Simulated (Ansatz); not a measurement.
**AlN: the cell at several levels of theory**

The task here is to estimate one member of a computed series from the others.

Program: Ansatz 0.2.0. PAW datasets, plane waves, zero pressure. Spin-unpolarised throughout; all numbers are computed.

## Starting point

Space group F-43m (No. 216), cubic; conventional cell a = 4.368 Å, 10.42 Å³ an atom. Around Al lie 4 N at 1.89 Å; around N lie 4 Al at 1.89 Å.

The structure in full:

```cif
data_structure
_symmetry_space_group_name_H-M 'F-43m'
_symmetry_Int_Tables_number 216
_cell_length_a 4.3680
_cell_length_b 4.3680
_cell_length_c 4.3680
_cell_angle_alpha 90.000
_cell_angle_beta 90.000
_cell_angle_gamma 90.000
_cell_volume 83.34
loop_
_atom_site_label
_atom_site_type_symbol
_atom_site_symmetry_multiplicity
_atom_site_Wyckoff_symbol
_atom_site_fract_x
_atom_site_fract_y
_atom_site_fract_z
_atom_site_occupancy
Al1 Al 4 a 0.00000 0.00000 0.00000 1
N1 N 4 c 0.25000 0.25000 0.25000 1
```

The first run:

input.yaml reads:

```yaml
crystal:
  lattice:
    - [0.0, 2.1839935596, 2.1839935596]
    - [2.1839935596, 0.0, 2.1839935596]
    - [2.1839935596, 2.1839935596, 0.0]
  atoms:
    - { symbol: Al, position: [0.0, 0.0, 0.0] }
    - { symbol: "N", position: [0.75, 0.75, 0.75] }
kpoints:
  mp_grid: { grid: [10, 10, 10] }
hamiltonian:
  xc: pbe
scf:
  occupations: { method: fermi_dirac, width: 0.02 }
relax:
  f_tol: 0.005
  cell: {}
```

Started as:

```console
$ ansatz run input.yaml --threads 1 --pin off --max-ram 2304MiB --backend cpu --events-out ev --progress --plain --runs-dir out
```

Steps of the session up to this table: PBE: cell and atoms; Relaxing with r2SCAN; Relaxing with PBEsol; Relaxation with LDA; HSE06: cell and atoms.

One table of the session follows, with a row left open; its other results are not shown here.

| level | a (Å) | volume (Å³/atom) |
| --- | --- | --- |
| PBE | 4.403 | 10.671 |
| r2SCAN | 4.370 | 10.430 |
| PBEsol | ? | ? |
| LDA | 4.342 | 10.235 |
| HSE06 | 4.365 | 10.399 |

Q: Estimate the row for PBEsol from the others.

**Answer.** a (Å): 4.378; volume (Å³/atom): 10.487. In the column «a (Å)» it lies between r2SCAN (4.370) and PBE (4.403).

**Reading.** From the start to the first minimum the volume moved by +2.4 %. LDA gives the smallest cell and PBE the largest; they differ by 4.3 % in volume, a mean of 1.4 % in length. The meshes differ: PBE 10×10×10, r2SCAN 10×10×10, PBEsol 10×10×10, LDA 10×10×10, HSE06 6×6×6.
